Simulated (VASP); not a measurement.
# ZrB2 (P6/mmm) in VASP: notebook

One crystal, ZrB2, is run at these levels: r2SCAN, PBE, LDA, revPBE; tasks: relaxation of cell and atoms, single point.

Program: VASP 6.6.1. These are calculated values, not measurements. Logs are shortened: lines on timing, memory, paths and dates and some standing lists are left out, and cuts for length are marked.

**1. The structure**

It takes space group P6/mmm (No. 191, hexagonal). Conventional cell: a = 3.170 Å, b = 3.170 Å, c = 3.533 Å, α = 90.00°, β = 90.00°, γ = 120.00°. Around Zr (site symmetry 6/mmm) lie 12 B at 2.54 Å. Around B (site symmetry -6m2) lie 3 B at 1.83 Å.

**2. Relaxation of cell and atoms, r2SCAN**

INCAR reads:

```
SYSTEM = ZrB2
ALGO = Normal ; EDIFF = 1E-7
EDIFFG = -0.01 ; ENCUT = 600
IBRION = 2 ; ISIF = 3
ISMEAR = -1 ; LASPH = .TRUE.
LCHARG = .FALSE. ; LMIXTAU = .TRUE.
LREAL = .FALSE. ; LWAVE = .FALSE.
METAGGA = R2SCAN ; NELM = 60
NSW = 40 ; PREC = Accurate
SIGMA = 0.05
```

KPOINTS reads:

```
k-points
0
G
  8 8 8
  0 0 0
```

POSCAR reads:

```
ZrB2
1.0
    3.1700000000      0.0000000000      0.0000000000
   -1.5850000000      2.7453005300      0.0000000000
    0.0000000000      0.0000000000      3.5330000000
Zr B
1 2
Direct
    0.0000000000      0.0000000000      0.0000000000
    0.6666666667      0.3333333333      0.5000000000
    0.3333333333      0.6666666667      0.5000000000
```

Potentials or basis: VASP PAW PBE potentials, release 64 (Zr_sv, B).

Started as:

```
cat potpaw_PBE.64/Zr_sv/POTCAR potpaw_PBE.64/B/POTCAR > POTCAR
mpirun -np 1 vasp_std > vasp.out
```

OUTCAR:

```text
SYSTEM = ZrB2
   EDIFF = 1E-7
   EDIFFG = -0.01
   ENCUT = 600
   IBRION = 2
   ISIF = 3
   ISMEAR = -1
   LASPH = .TRUE.
   LREAL = .FALSE.
   METAGGA = R2SCAN
   NELM = 60
   NSW = 40
   PREC = Accurate

 ion  position               nearest neighbor table
   1  0.000  0.000  0.000-   2 2.54   3 2.54   2 2.54   3 2.54   2 2.54   2 2.54   3 2.54   3 2.54
                             2 2.54   2 2.54   3 2.54   3 2.54
   2  0.667  0.333  0.500-   3 1.83   3 1.83   3 1.83   1 2.54   1 2.54   1 2.54   1 2.54   1 2.54
                             1 2.54
   3  0.333  0.667  0.500-   2 1.83   2 1.83   2 1.83   1 2.54   1 2.54   1 2.54   1 2.54   1 2.54
                             1 2.54

  LATTYP: Found a hexagonal cell.
 ALAT       =     3.1700000000
 C/A-ratio  =     1.1145110410

  Lattice vectors:

 A1 = (   3.1700000000,   0.0000000000,   0.0000000000)
 A2 = (  -1.5850000000,   2.7453005300,   0.0000000000)
 A3 = (   0.0000000000,   0.0000000000,   3.5330000000)

Analysis of symmetry for initial positions (statically):
=====================================================================
 Subroutine PRICEL returns:
 Original cell was already a primitive cell.

 Routine SETGRP: Setting up the symmetry group for a
 hexagonal supercell.

 Subroutine GETGRP returns: Found 24 space group operations
 (whereof 24 operations were pure point group operations)
 out of a pool of 24 trial point group operations.

The static configuration has the point symmetry D_6h.

Analysis of symmetry for dynamics (positions and initial velocities):
=====================================================================
 Subroutine PRICEL returns:
 Original cell was already a primitive cell.

 Routine SETGRP: Setting up the symmetry group for a
 hexagonal supercell.

 Subroutine GETGRP returns: Found 24 space group operations
 (whereof 24 operations were pure point group operations)
 out of a pool of 24 trial point group operations.

The dynamic configuration has the point symmetry D_6h.

 Subroutine INISYM returns: Found 24 space group operations
 (whereof 24 operations are pure point group operations),
 and found     1 'primitive' translations

----------------------------------------------------------------------------------------

                                     Primitive cell

  volume of cell :      30.7463

  direct lattice vectors                    reciprocal lattice vectors
     3.170000000  0.000000000  0.000000000     0.315457413  0.182129422  0.000000000
    -1.585000000  2.745300530  0.000000000     0.000000000  0.364258845  0.000000000
     0.000000000  0.000000000  3.533000000     0.000000000  0.000000000  0.283045570

  length of vectors
     3.170000000  3.170000000  3.533000000     0.364258845  0.364258845  0.283045570

  position of ions in fractional coordinates (direct lattice)
     0.000000000  0.000000000  0.000000000
     0.666666667  0.333333333  0.500000000
     0.333333333  0.666666667  0.500000000

  ion indices of the primitive-cell ions
   primitive index   ion index
                 1           1
                 2           2
                 3           3

----------------------------------------------------------------------------------------

 KPOINTS: k-points

Automatic generation of k-mesh.
 Grid dimensions read from file:
 generate k-points for:    8    8    8

 Generating k-lattice:

  Cartesian coordinates                     Fractional coordinates (reciprocal lattice)
     0.039432177  0.022766178  0.000000000     0.125000000  0.000000000  0.000000000
     0.000000000  0.045532356  0.000000000     0.000000000  0.125000000  0.000000000
     0.000000000  0.000000000  0.035380696     0.000000000  0.000000000  0.125000000

  Length of vectors
     0.045532356  0.045532356  0.035380696

  Shift w.r.t. Gamma in fractional coordinates (k-lattice)
     0.000000000  0.000000000  0.000000000

 Subroutine IBZKPT returns following result:
 ===========================================

 Found     50 irreducible k-points:

 Following reciprocal coordinates:
            Coordinates               Weight
  0.000000  0.000000  0.000000      1.000000
  0.125000  0.000000  0.000000      6.000000
  0.250000  0.000000  0.000000      6.000000
  0.375000  0.000000  0.000000      6.000000
  0.500000  0.000000  0.000000      3.000000
  0.125000  0.125000  0.000000      6.000000
[... 16 lines left out ...]
  0.250000  0.000000  0.250000     12.000000
  0.375000  0.000000  0.250000     12.000000
 [... further k-points ...]
   k-points           NKPTS =     50   k-points in BZ     NKDIM =     50   number of bands    NBANDS=     13
   number of dos      NEDOS =    301   number of ions     NIONS =      3
   total plane-waves  NPLWV =  21952
   dimension x,y,z NGX =    28 NGY =   28 NGZ =   28
   dimension x,y,z NGXF=    56 NGYF=   56 NGZF=   56
   ions per type =               1   2
   NGX,Y,Z   is equivalent  to a cutoff of  14.68, 14.68, 13.18 a.u.
   NGXF,Y,Z  is equivalent  to a cutoff of  29.37, 29.37, 26.35 a.u.
 SYSTEM =  ZrB2
   PREC   = accura    normal or accurate (medium, high low for compatibility)
   ISTART =      0    job   : 0-new  1-cont  2-samecut
   ICHARG =      2    charge: 1-file 2-atom 10-const
   ISPIN  =      1    spin polarized calculation?
   LNONCOLLINEAR =      F non collinear calculations
   LSORBIT =      F    spin-orbit coupling
   LASPH  =      T    aspherical Exc in radial PAW
   ENCUT  =  600.0 eV  44.10 Ry    6.64 a.u.   6.33  6.33  7.06*2*pi/ulx,y,z
   NELM   =     60;   NELMIN=  2; NELMDL= -5     # of ELM steps
   EDIFF  = 0.1E-06   stopping-criterion for ELM
   LREAL  =      F    real-space projection
   EDIFFG = -.1E-01   stopping-criterion for IOM
   NSW    =     40    number of steps for IOM
   IBRION =      2    ionic relax: 0-MD 1-quasi-New 2-CG
   NFREE  =      1    steps in history (QN), initial steepest desc. (CG)
   ISIF   =      3    stress and relaxation
   ISYM   =      2    0-nonsym 1-usesym 2-fastsym
   POTIM  = 0.5000    time-step for ionic-motion
   TEBEG  =    0.0;   TEEND  =   0.0 temperature during run
   PSTRESS=    0.0 pullay stress
   NELECT =      18.0000    total number of electrons
   NUPDOWN=      -1.0000    fix difference up-down
   EMIN   =  10.00;   EMAX   =-10.00  energy-range for DOS
   EFERMI =   0.00;   METHOD = LEGACY
   ISMEAR =    -1;   SIGMA  =   0.05  broadening in eV -4-tet -1-fermi 0-gaus
   EFERMI_NEDOS =   21; number of points for ismear=-14 and -15
   IALGO  =     38    algorithm
   IMIX   =      4    mixing-type and parameters
     AMIX     =   0.40;   BMIX     =  1.00
     AMIX_MAG =   1.60;   BMIX_MAG =  1.00
  volume/ion in A,a.u.               =      10.25        69.16
  Fermi-wavevector in a.u.,A,eV,Ry     =   1.369519  2.588016 25.518847  1.875582
  Thomas-Fermi vector in A             =   2.495387
   LORBIT       =      0    0 simple, 1 ext, 2 COOP (PROOUT), +10 PAW based schemes
   METAGGA = R2SCAN    functional components
   LHFCALC =     F    Hartree Fock is set to
   AEXX    =    0.0000 exact exchange contribution
   IVDW    =     0    specifies the selected vdW correction
   LEPSILON=     F    determine dielectric tensor
   LRPA    =     F    only Hartree local field effects (RPA)
 conjugate gradient relaxation of ions
 non-spin polarized calculation
  energy-cutoff  :      600.00
  volume of cell :       30.75
 maximum number of plane-waves:      1046
 NGX is ok and might be reduce to    28
   NGX = 13   NGY = 13   NGZ = 15

--------------------------------------- Ionic step        1  -------------------------------------------

 number of electron      18.0000000 magnetization

 Free energy of the ion-electron system (eV)
  ---------------------------------------------------
  ext. energy  EPLUGINS =         0.00000000
  ---------------------------------------------------
  free energy    TOTEN  =       -40.63477473 eV

  energy without entropy =      -40.63217618  energy(sigma->0) =      -40.63347546

------------------------ aborting loop because EDIFF is reached ----------------------------------------

  FORCE on cell =-STRESS in cart. coord.  units (eV):
  Direction    XX          YY          ZZ          XY          YZ          ZX
  --------------------------------------------------------------------------------------
  -------------------------------------------------------------------------------------
  Total        0.0757547      0.0757547      0.3295748     -0.0000000      0.0000000     -0.0000000
  in kB        3.9475453      3.9475453     17.1740144     -0.0000000      0.0000000     -0.0000000
  external PRESSURE =       8.3563683 kB  Pullay stress =       0.0000000 kB
[... 96 lines left out ...]
  energy  without entropy=      -40.6326092435  energy(sigma->0) =      -40.63396775

--------------------------------------- Ionic step        4  -------------------------------------------

 number of electron      18.0000000 magnetization

 Free energy of the ion-electron system (eV)
  ---------------------------------------------------
  ext. energy  EPLUGINS =         0.00000000
  ---------------------------------------------------
  free energy    TOTEN  =       -40.63541046 eV

  energy without entropy =      -40.63258900  energy(sigma->0) =      -40.63399973

 E-fermi :  10.5772     XC(G=0): -13.3559

 val. band max:       10.4657907035   @ k =   0.1250   0.0000   0.3750
 cond. band min:      10.5778776335   @ k =   0.1250   0.1250   0.2500
 fundamental gap:      0.1120869299
 Fermi energy:        10.5771559671

 k-point     1 :       0.0000    0.0000    0.0000
  band No.  band energies     occupation
      1     -39.8131      2.00000
      2     -17.3144      2.00000
      3     -16.7283      2.00000
      4     -16.7283      2.00000
      5      -3.0245      2.00000
      6       7.8584      2.00000
      7       7.8584      2.00000
      8       7.9277      2.00000
      9       7.9561      2.00000
     10      14.2074      0.00000
     11      14.2074      0.00000
     12      14.9886      0.00000
     13      14.9886      0.00000
[... 353 lines left out ...]
 k-point    24 :       0.3750    0.0000    0.2500
  band No.  band energies     occupation
      1     -39.6976      2.00000
      2     -17.5476      2.00000
      3     -17.3091      2.00000
      4     -16.8993      2.00000
      5      -0.2642      2.00000
      6       3.0334      2.00000
      7       6.6377      2.00000
      8       6.9503      2.00000
      9       7.9890      2.00000
     10      12.3365      0.00000
     11      14.1734      0.00000
     12      15.8702      0.00000
     13      15.9661      0.00000

 [... further k-points ...]

------------------------ aborting loop because EDIFF is reached ----------------------------------------

  FORCE on cell =-STRESS in cart. coord.  units (eV):
  Direction    XX          YY          ZZ          XY          YZ          ZX
  --------------------------------------------------------------------------------------
  -------------------------------------------------------------------------------------
  Total        0.0225498      0.0225498     -0.0055008      0.0000000     -0.0000000     -0.0000000
  in kB        1.1710270      1.1710270     -0.2856586      0.0000000     -0.0000000     -0.0000000
  external PRESSURE =       0.6854651 kB  Pullay stress =       0.0000000 kB
[... 18 lines left out ...]
  FREE ENERGIE OF THE ION-ELECTRON SYSTEM (eV)
  ---------------------------------------------------
  free  energy   TOTEN  =       -40.6354104617 eV

  energy  without entropy=      -40.6325890031  energy(sigma->0) =      -40.63399973

 reached required accuracy - stopping structural energy minimisation
```

Run time: 3.9 min. Hardware: 1 thread of Intel Xeon Platinum 8488C (Sapphire Rapids), shared host; peak memory 0.18 GiB.

Results:

```
Free energy                            : -40.6354 eV
Relaxed volume                         : 10.28 Å³/atom
Relaxed cell                           : a = 3.169 Å, b = 3.169 Å, c = 3.548 Å, α = 90.00°, β = 90.00°, γ = 120.00°
Space group after relaxing (to 0.05 Å) : P6/mmm (No. 191)
Energy gained by relaxing              : 0.2 meV/atom
Ionic steps                            : 4
Pressure after relaxing                : 0.1 GPa
Band gap on the k mesh                 : none (metal or under the smearing width)
```

The path:
```
step  energy change (eV)  largest force (eV/Å)  pressure (GPa)  volume (Å³)
   1              0.0000                0.0000            0.84        30.75
   2             -0.0002                0.0000           -0.99        30.98
   3             -0.0006                0.0000           -0.22        30.88
   4             -0.0006                0.0000            0.07        30.85
```

Final structure:
```yaml
crystal:
  lattice:
    - [3.16882, 0.00000, 0.00000]
    - [-1.58441, 2.74428, 0.00000]
    - [0.00000, 0.00000, 3.54781]
  atoms:
    - { symbol: Zr, position: [0.00000, 0.00000, 0.00000] }
    - { symbol: B, position: [0.66667, 0.33333, 0.50000] }
    - { symbol: B, position: [0.33333, 0.66667, 0.50000] }
```

Levels at points of the mesh, in eV from the Fermi level:
```csv
k point,band 7,band 8,band 9,band 10,band 11,band 12
"(0.00, 0.00, 0.00)",-2.72,-2.65,-2.62,3.63,3.63,4.41
"(0.50, 0.00, 0.00)",-4.13,-3.26,-2.75,2.29,2.46,5.19
"(0.00, 0.00, 0.50)",-1.01,-1.01,0.43,0.43,0.89,0.89
"(0.50, 0.00, 0.50)",-4.84,-4.34,-2.24,3.94,4.24,5.55
```

Caveat: the PAW data sets were made with another functional, which shifts forces and pressure a little. Zero-point motion and thermal expansion aren't in these numbers.

**3. Single point, PBE**

INCAR reads:

```
SYSTEM = ZrB2
PREC = Accurate
ENCUT = 450
EDIFF = 1E-6
ISMEAR = 0
SIGMA = 0.02
LREAL = .FALSE.
LASPH = .TRUE.
NELM = 100
ALGO = Normal
ISIF = 2
LWAVE = .FALSE.
LCHARG = .FALSE.
GGA = PE
NBANDS = 16
```

KPOINTS reads:

```
regular mesh
0
G
  5 5 4
  0 0 0
```

POSCAR is that of step 2.

Potentials or basis: VASP PAW PBE potentials, release 64 (Zr_sv_GW, B_GW).

Started as:

```
cat potpaw_PBE.64/Zr_sv_GW/POTCAR potpaw_PBE.64/B_GW/POTCAR > POTCAR
mpirun -np 1 vasp_std > vasp.out
```

It took 8.6 s on 1 thread of Intel Xeon Platinum 8259CL at 2.50GHz (Skylake/Cascade Lake), shared host; peak memory 0.14 GiB.

Results (log left out):

| Item | Value |
| --- | --- |
| Free energy | -26.7059 eV |
| Pressure | 0.4 GPa |
| Band gap on the k mesh | none (metal or under the smearing width) |

Stress tensor (GPa, compression positive):
```
 0.80  0.00  0.00
 0.00  0.80  0.00
 0.00  0.00 -0.42
```

Levels at points of the mesh, in eV from the Fermi level:
| k point | band 6 | band 7 | band 8 | band 9 | band 10 | band 11 | band 12 | band 13 |
| --- | --- | --- | --- | --- | --- | --- | --- | --- |
| (0.00, 0.00, 0.00) | -2.40 | -2.40 | -2.35 | -2.12 | 3.63 | 3.63 | 4.41 | 4.41 |
| (0.00, 0.00, 0.50) | -6.73 | -0.74 | -0.74 | 0.55 | 0.55 | 1.01 | 1.01 | 2.06 |

Caveat: the k mesh is coarse (spacing up to 0.46 Å⁻¹), so the values aren't converged.

**4. Single point, LDA**

INCAR reads:

```
SYSTEM = ZrB2
  PREC = Accurate
  ENCUT = 550
  EDIFF = 1E-6
  ISMEAR = 0
  SIGMA = 0.05
  LREAL = .False.
  LASPH = .True.
  NELM = 80
  ALGO = Normal
  ISIF = 2
  LWAVE = .False.
  LCHARG = .True.
  LELF = .True.
  LVHAR = .True.
```

KPOINTS reads:

```
regular mesh
0
Gamma
  10 10 8
  0 0 0
```

POSCAR reads:

```
ZrB2
3.17
    1.000000000000      0.000000000000      0.000000000000
   -0.500000000000      0.866025403785      0.000000000000
    0.000000000000      0.000000000000      1.114511041009
Zr B
1 2
Direct
    0.0000000000      0.0000000000      0.0000000000
    0.6666666667      0.3333333333      0.5000000000
    0.3333333333      0.6666666667      0.5000000000
```

Potentials or basis: VASP PAW LDA potentials, release 64 (Zr_sv_GW, B_GW).

Started as:

```
cat potpaw_LDA.64/Zr_sv_GW/POTCAR potpaw_LDA.64/B_GW/POTCAR > POTCAR
mpirun -np 1 vasp_std > vasp.out
```

Wall time 18 s (1 thread of Intel Xeon Platinum 8488C (Sapphire Rapids), shared host); peak memory 0.17 GiB.

The run converged. Its results:

| Property | Result |
| --- | --- |
| Free energy | -29.2374 eV |
| Pressure | -9.0 GPa |
| Band gap on the k mesh | none (metal or under the smearing width) |

Stress tensor (GPa, compression positive):
```
-9.36  0.00  0.00
 0.00 -9.36  0.00
 0.00  0.00 -8.28
```

Levels at points of the mesh, in eV from the Fermi level:
```
           k point  band 6  band 7  band 8  band 9  band 10  band 11  band 12  band 13
(0.00, 0.00, 0.00)   -2.50   -2.50   -2.47   -2.17     3.49     3.49     4.26     4.26
(0.50, 0.00, 0.00)   -8.20   -3.76   -2.90   -2.56     2.37     2.41     5.03     5.12
(0.00, 0.00, 0.50)   -6.79   -0.83   -0.83    0.44     0.44     0.88     0.88     1.92
(0.50, 0.00, 0.50)   -6.75   -4.47   -3.99   -1.82     3.83     4.31     5.40     6.38
```

(Continued in part 2 of 2.)
